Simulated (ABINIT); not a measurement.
# C in ABINIT: further runs, part 2 of 2

ABINIT 10.8.3 (patched build).

## 3. Single point, LDA

File run.abi:

```
# Pseudopotentials
pp_dirpath "./"
pseudos "C.upf"

# Structure
acell 3*1.0 Angstrom
rprim
     2.4562275060     0.0000000000     0.0000000000
    -1.2281137530     2.1271554177     0.0000000000
     0.0000000000     0.0000000000    24.1339601687
ntypat 1
znucl 6
natom 4
typat 1 1 1 1
xred
     0.6666666667     0.3333333333     0.5704754400
     0.3333333333     0.6666666667     0.4295245600
     0.0000000000     0.0000000000     0.4295312300
     0.0000000000     0.0000000000     0.5704687700

# Plane-wave basis
ecut 843.552974 eV

# k points
kptopt 1
ngkpt 9 9 2
nshiftk 1
shiftk 0.0 0.0 0.0

# Exchange and correlation
ixc 7

# Bands and occupations
nband 12
occopt 3
tsmear 0.00183747

# SCF cycle
nstep 100
tolvrs 1.0e-10

# Output
iomode 3
prtwf 0
prtden 0
prteig 0
prtebands 0
enunit 2
```

Potentials or basis: PseudoDojo NC SR LDA v0.4.1 standard.

The run is started by

```sh
abinit run.abi > log 2>&1
```

run.abo:

```text
.Version 10.8.3 of ABINIT
 Symmetries : space group P-3 m 1 (#164); Bravais hP (primitive hexag.)
================================================================================
 Values of the parameters that define the memory need of the present run
     intxc =       0    ionmov =       0      iscf =       7    lmnmax =       4
     lnmax =       4     mgfft =     240  mpssoang =       2    mqgrid =   11431
     natom =       4  nloc_mem =       1    nspden =       1   nspinor =       1
    nsppol =       1      nsym =      12    n1xccc =    2501    ntypat =       1
    occopt =       3   xclevel =       1
       mpw =        7052          nfft =      138240          nkpt =          24
================================================================================
================================================================================

--------------------------------------------------------------------------------
------------- Echo of variables that govern the present computation ------------
--------------------------------------------------------------------------------
 -outvars: echo values of preprocessed input variables --------
            acell      1.8897261259E+00  1.8897261259E+00  1.8897261259E+00 Bohr
              amu      1.20110000E+01
             ecut      3.10000000E+01 Hartree
           enunit           2
              ixc           7
         kptrlatt        9    0    0      0    9    0      0    0    2
          kptrlen      4.17743756E+01
            natom           4
            nband          12
            ngfft          24      24     240
             nkpt          24
            nstep         100
             nsym          12
           ntypat           1
           occopt           3
           prtden           0
        prtebands           0
           prteig           0
            prtwf           0
            rprim      2.4562275060E+00  0.0000000000E+00  0.0000000000E+00
                      -1.2281137530E+00  2.1271554177E+00  0.0000000000E+00
                       0.0000000000E+00  0.0000000000E+00  2.4133960169E+01
          spgroup         164
           tolvrs      1.00000000E-10
           tsmear      1.83747000E-03 Hartree
            typat      1  1  1  1
           xangst      1.2281137530E+00  7.0905180590E-01  1.3767831546E+01
                      -8.3143482635E-17  1.4181036118E+00  1.0366128623E+01
                      -1.5907268597E-16 -1.9680141014E-16  1.0366289596E+01
                      -1.5907268597E-16 -1.9680141014E-16  1.3767670573E+01
            xcart      2.3207986446E+00  1.3399137222E+00  2.6017430970E+01
                      -1.5711841133E-16  2.6798274445E+00  1.9589144082E+01
                      -3.0060381059E-16 -3.7190076636E-16  1.9589448278E+01
                      -3.0060381059E-16 -3.7190076636E-16  2.6017126774E+01
             xred      6.6666666667E-01  3.3333333333E-01  5.7047544000E-01
                       3.3333333333E-01  6.6666666667E-01  4.2952456000E-01
                      -1.1102230246E-16 -9.2518585385E-17  4.2953123000E-01
                      -1.1102230246E-16 -9.2518585385E-17  5.7046877000E-01
            znucl        6.00000

================================================================================

 chkinp: Checking input parameters for consistency.

================================================================================
== DATASET  1 ==================================================================

--- !DatasetInfo
iteration_state: {dtset: 1, }
dimensions: {natom: 4, nkpt: 24, mband: 12, nsppol: 1, nspinor: 1, nspden: 1, mpw: 7052, }
cutoff_energies: {ecut:  31.0, pawecutdg:  -1.0, }
electrons: {nelect:   1.60000000E+01, charge:   0.00000000E+00, occopt:   3.00000000E+00, tsmear:   1.83747000E-03, }
meta: {optdriver: 0, ionmov: 0, optcell: 0, iscf: 7, paral_kgb: 0, }
...

[... 112 lines left out ...]
================================================================================

 ----iterations are completed or convergence reached----

 Mean square residual over all n,k,spin=   15.690E-11; max=  34.452E-09
 reduced coordinates (array xred) for    4 atoms
       0.666666666667      0.333333333333      0.570475440000
       0.333333333333      0.666666666667      0.429524560000
      -0.000000000000     -0.000000000000      0.429531230000
      -0.000000000000     -0.000000000000      0.570468770000
 rms dE/dt=  1.2476E-02; max dE/dt=  3.0512E-02; dE/dt below (all hartree)
    1      -0.000000000000     -0.000000000000      0.001685815999
    2       0.000000000000      0.000000000000     -0.001685815999
    3      -0.000000000000      0.000000000000     -0.030512188953
    4       0.000000000000      0.000000000000      0.030512188953

 cartesian coordinates (angstrom) at end:
    1      1.22811375300000     0.70905180590000    13.76783154618161
    2     -0.00000000000000     1.41810361180000    10.36612862251839
    3     -0.00000000000000    -0.00000000000000    10.36628959603272
    4     -0.00000000000000    -0.00000000000000    13.76767057266728

 cartesian forces (hartree/bohr) at end:
    1      0.00000000000000     0.00000000000000    -0.00003696431922
    2     -0.00000000000000    -0.00000000000000     0.00003696431922
    3      0.00000000000000    -0.00000000000000     0.00066903048340
    4     -0.00000000000000    -0.00000000000000    -0.00066903048340
 frms,max,avg= 2.7354712E-04 6.6903048E-04   0.000E+00  0.000E+00  0.000E+00 h/b

 cartesian forces (eV/Angstrom) at end:
    1      0.00000000000000     0.00000000000000    -0.00190078171853
    2     -0.00000000000000    -0.00000000000000     0.00190078171853
    3      0.00000000000000    -0.00000000000000     0.03440293068436
    4     -0.00000000000000    -0.00000000000000    -0.03440293068436
 frms,max,avg= 1.4066358E-02 3.4402931E-02   0.000E+00  0.000E+00  0.000E+00 e/A
 length scales=  1.889726125908  1.889726125908  1.889726125908 bohr
              =  1.000000000000  1.000000000000  1.000000000000 angstroms
 Fermi (or HOMO) energy (hartree) =  -0.07085   Average Vxc (hartree)=  -0.12523
 Eigenvalues (hartree) for nkpt=  24  k points:
 kpt#   1, nband= 12, wtk=  0.00617, kpt=  0.0000  0.0000  0.0000 (reduced coord)
  -0.78646   -0.78118   -0.37181   -0.33699   -0.18117   -0.18117   -0.18091   -0.18091
   0.05655    0.07574    0.09839    0.12279
      occupation numbers for kpt#   1
   2.00000    2.00000    2.00000    2.00000    2.00000    2.00000    2.00000    2.00000
   0.00000    0.00000    0.00000    0.00000
 prteigrs : prtvol=0 or 1, do not print more k-points.

 Fermi (or HOMO) energy (eV) =  -1.92792   Average Vxc (eV)=  -3.40765
 Eigenvalues (   eV  ) for nkpt=  24  k points:
 kpt#   1, nband= 12, wtk=  0.00617, kpt=  0.0000  0.0000  0.0000 (reduced coord)
 -21.40080  -21.25710  -10.11752   -9.17009   -4.92981   -4.92981   -4.92288   -4.92288
   1.53874    2.06097    2.67739    3.34132
 prteigrs : prtvol=0 or 1, do not print more k-points.

--- !EnergyTerms
iteration_state     : {dtset: 1, }
comment             : Components of total free energy in Hartree
kinetic             :  1.69204670248871E+01
hartree             :  1.87759284448831E+02
xc                  : -8.55619591056749E+00
Ewald energy        :  1.68949937777405E+02
psp_core            :  3.27249543011668E-01
local_psp           : -3.88223861827534E+02
non_local_psp       : -1.29600401687458E+00
internal            : -2.41191229608412E+01
'-kT*entropy'       : -1.28019475837084E-04
total_energy        : -2.41192509803170E+01
total_energy_eV     : -6.56318254389162E+02
band_energy         : -6.48615109200611E+00
...

 Cartesian components of stress tensor (hartree/bohr^3)
  sigma(1 1)=  7.26126264E-05  sigma(3 2)=  0.00000000E+00
  sigma(2 2)=  7.26126264E-05  sigma(3 1)=  0.00000000E+00
  sigma(3 3)=  4.30663980E-05  sigma(2 1)=  0.00000000E+00

-Cartesian components of stress tensor (GPa)         [Pressure= -1.8466E+00 GPa]
- sigma(1 1)=  2.13633723E+00  sigma(3 2)=  0.00000000E+00
- sigma(2 2)=  2.13633723E+00  sigma(3 1)=  0.00000000E+00
- sigma(3 3)=  1.26705717E+00  sigma(2 1)=  0.00000000E+00

== END DATASET(S) ==============================================================
================================================================================

 -outvars: echo values of variables after computation  --------
            acell      1.8897261259E+00  1.8897261259E+00  1.8897261259E+00 Bohr
           etotal     -2.4119250980E+01
            fcart      1.2762458959E-27  4.2200888571E-27 -3.6964319222E-05
                      -5.8011177087E-28 -1.1387541360E-27  3.6964319222E-05
                       3.4806706252E-28 -1.6746384353E-27  6.6903048340E-04
                      -1.0442011876E-27 -1.4066962857E-27 -6.6903048340E-04
            rprim      2.4562275060E+00  0.0000000000E+00  0.0000000000E+00
                      -1.2281137530E+00  2.1271554177E+00  0.0000000000E+00
                       0.0000000000E+00  0.0000000000E+00  2.4133960169E+01
           strten      7.2612626401E-05  7.2612626388E-05  4.3066397994E-05
                       0.0000000000E+00  0.0000000000E+00  0.0000000000E+00
           xangst      1.2281137530E+00  7.0905180590E-01  1.3767831546E+01
                      -8.3143482635E-17  1.4181036118E+00  1.0366128623E+01
                      -1.5907268597E-16 -1.9680141014E-16  1.0366289596E+01
                      -1.5907268597E-16 -1.9680141014E-16  1.3767670573E+01
             xred      6.6666666667E-01  3.3333333333E-01  5.7047544000E-01
                       3.3333333333E-01  6.6666666667E-01  4.2952456000E-01
                      -1.1102230246E-16 -9.2518585385E-17  4.2953123000E-01
                      -1.1102230246E-16 -9.2518585385E-17  5.7046877000E-01
 Calculation completed.
```

Wall time 2.5 min (1 thread of AMD EPYC 7R43 (Zen 3), shared host); peak memory 0.11 GiB.

Results:

```
Free energy                                       : -656.3183 eV
Largest force                                     : 0.034 eV/Å
Band gap on the k mesh                            : none (metal or under the smearing width)
All electrons inside the program's atomic spheres : C 4.77, 4.76 (radii [1.0584] Å)
```

Forces on the atoms (eV/Å):
```
C    0.000  0.000 -0.002
C    0.000  0.000  0.002
C    0.000  0.000  0.034
C    0.000  0.000 -0.034
```

Caveat: the cutoff is too short for stress, so the log's stress isn't used.

## 4. Single point, LDA

run.abi: that of step 3 with these lines changed.

```diff
@@ -21,3 +21,3 @@
 # Plane-wave basis
-ecut 843.552974 eV
+ecut 31.0
 
@@ -35,3 +35,3 @@
 occopt 3
-tsmear 0.00183747
+tsmear 0.05 eV
 
@@ -47,2 +47,3 @@
 prtebands 0
-enunit 2
+enunit 1
+prtvol 2
```

The run is started by

```sh
mpirun --bind-to none -np 4 abinit run.abi > log 2>&1
```

It took 48 s on 4 MPI ranks of Arm Neoverse V1, shared host; peak memory 0.36 GiB.

Results (log left out):

```yaml
Free_energy: -656.3183 eV
Largest_force: 0.034 eV/Å
Band_gap_on_the_k_mesh: none (metal or under the smearing width)
All_electrons_inside_the_program's_atomic_spheres: C 4.77, 4.76 (radii [1.0584] Å)
```

Forces on the atoms (eV/Å):
```
C    0.000  0.000 -0.002
C    0.000  0.000  0.002
C    0.000  0.000  0.034
C    0.000  0.000 -0.034
```

Levels at points of the mesh, in eV from the Fermi level:
| k point | band 4 | band 5 | band 6 | band 7 | band 8 | band 9 | band 10 | band 11 | band 12 |
| --- | --- | --- | --- | --- | --- | --- | --- | --- | --- |
| (0.00, 0.00, 0.00) | -7.24 | -3.00 | -3.00 | -2.99 | -2.99 | 3.47 | 3.99 | 4.61 | 5.27 |
| (0.00, 0.00, 0.50) | -7.24 | -3.00 | -3.00 | -3.00 | -3.00 | 3.47 | 3.98 | 4.69 | 5.03 |

Caveat: the cutoff is too short for stress, so the log's stress isn't used.

## 5. Relaxation of cell and atoms, LDA

File run.abi:

```
# Pseudopotentials
pp_dirpath "./"
pseudos "C.upf"

# Structure
acell 2.456227506 2.456227506 24.1339601687 Angstrom
rprim
     1.0000000000     0.0000000000     0.0000000000
    -0.5000000000     0.8660254038     0.0000000000
     0.0000000000     0.0000000000     1.0000000000
ntypat 1
znucl 6
natom 4
typat 1 1 1 1
chkprim 0
chksymtnons 0
tolsym 1.0e-6
xred
            2/3            1/3   0.5704754400
            1/3            2/3   0.4295245600
            0.0            0.0   0.4295312300
            0.0            0.0   0.5704687700

# Plane-wave basis
ecut 41.0
ecutsm 0.5

# k points
kptopt 1
ngkpt 9 9 2
nshiftk 1
shiftk 0.0 0.0 0.0

# Exchange and correlation
ixc 7

# Bands and occupations
nband 12
occopt 3
tsmear 0.00183747

# SCF cycle
nstep 80
tolvrs 1.0e-12

# Output
iomode 3
prteig 0
prtebands 0
prtwf 0
prtden 0

# Relaxation
ionmov 2
optcell 2
ntime 50
tolmxf 2.0e-5
dilatmx 1.08
```

Potentials or basis: PseudoDojo NC SR LDA v0.4.1 standard.

The run is started by

```sh
mpirun --bind-to none -np 4 abinit run.abi > log 2>&1
```

run.abo:

```text
.Version 10.8.3 of ABINIT
 Symmetries : space group P-3 m 1 (#164); Bravais hP (primitive hexag.)
================================================================================
 Values of the parameters that define the memory need of the present run
     intxc =       0    ionmov =       2      iscf =       7    lmnmax =       4
     lnmax =       4     mgfft =     288  mpssoang =       2    mqgrid =   14198
     natom =       4  nloc_mem =       1    nspden =       1   nspinor =       1
    nsppol =       1      nsym =      12    n1xccc =    2501    ntypat =       1
    occopt =       3   xclevel =       1
       mpw =       13518          nfft =      259200          nkpt =          24
================================================================================
================================================================================

--------------------------------------------------------------------------------
------------- Echo of variables that govern the present computation ------------
[... 1186 lines left out ...]
 -outvars: echo values of variables after computation  --------
            acell      4.6278975267E+00  4.6278975267E+00  4.4549490206E+01 Bohr
           etotal     -2.4124441379E+01
            fcart     -2.3273162015E-28  1.3436766354E-28 -6.1578606392E-06
                      -6.9819486044E-28 -1.3436766354E-28  6.1578606392E-06
                       2.3273162015E-28  3.0904562614E-27  4.8329050131E-06
                       6.9819486044E-28 -3.0904562614E-27 -4.8329050131E-06
            rprim      1.0000000000E+00  0.0000000000E+00  0.0000000000E+00
                      -4.9999999999E-01  8.6602540379E-01  0.0000000000E+00
                       0.0000000000E+00  0.0000000000E+00  1.0000000000E+00
           strten     -6.6503539036E-08 -6.6503553691E-08  6.9639269590E-08
                       0.0000000000E+00  0.0000000000E+00  0.0000000000E+00
           xangst      1.2244889519E+00  7.0695902603E-01  1.3422877789E+01
                      -6.1482127108E-18  1.4139180521E+00  1.0151697169E+01
                       3.1315119067E-28 -2.0949128957E-27  1.0153099767E+01
                       4.1900116006E-29  2.7139090588E-27  1.3421475192E+01
             xred      6.6666666667E-01  3.3333333333E-01  5.6937941884E-01
                       3.3333333333E-01  6.6666666667E-01  4.3062058116E-01
                      -3.6600874681E-28 -9.8775780895E-28  4.3068007736E-01
                       6.5691741813E-28  1.2796163846E-27  5.6931992264E-01
 Calculation completed.
```

Run time: 13 min. Hardware: 4 MPI ranks of Arm Neoverse V1, shared host; peak memory 0.56 GiB.

What came out:

- Free energy: -656.4595 eV
- Relaxed volume: 30.61 Å³/atom
- Relaxed cell: a = 2.449 Å, b = 2.449 Å, c = 23.575 Å, α = 90.00°, β = 90.00°, γ = 120.00°
- Space group after relaxing (to 0.05 Å): P-3m1 (No. 164)
- Energy gained by relaxing: 1.2 meV/atom
- Ionic steps: 7
- Band gap on the k mesh: none (metal or under the smearing width)

The path:
| step | energy change (eV) | largest force (eV/Å) | pressure (GPa) | volume (Å³) |
| --- | --- | --- | --- | --- |
| 1 | 0.0000 | 0.0337 | -0.73 | 126.09 |
| 2 | -0.0014 | 0.0278 | -0.49 | 125.81 |
| 3 | -0.0025 | 0.0176 | -0.03 | 125.27 |
| 4 | -0.0025 | 0.0176 | -0.03 | 125.25 |
| 5 | -0.0043 | 0.0119 | 0.06 | 121.09 |
| 6 | -0.0049 | 0.0029 | 0.00 | 122.75 |
| 7 | -0.0050 | 0.0003 | 0.00 | 122.45 |

Final structure:
```
C
1.0
     2.44898    0.00000    0.00000
    -1.22449    2.12088    0.00000
     0.00000    0.00000   23.57457
C
4
Direct
  0.66667 0.33333 0.56938
  0.33333 0.66667 0.43062
  0.00000 0.00000 0.43068
  0.00000 0.00000 0.56932
```

## 6. The runs side by side

| task | cell | cutoff (eV) | cell freedom (optcell) | optimiser (ionmov) | cutoff smearing ecutsm (Ha) | force stop (Ha/bohr) | gap on the mesh (eV) | largest force (eV/Å) |
| --- | --- | --- | --- | --- | --- | --- | --- | --- |
| single point | as given | 1116 | - | - | - | - | none | 0.03 |
| single point | as given | 844 | - | - | - | - | none | 0.03 |
| relaxation of cell and atoms | relaxed | 1116 | 2 | 2 | 0.5 | 2e-05 | none | - |

Alike in all rows: level LDA; potentials or basis PseudoDojo NC SR LDA v0.4.1 standard; no spin polarisation; k mesh 9 × 9 × 2; smearing fermi-dirac 0.05 eV.

Absolute energies hang on the potentials; compare differences alone.
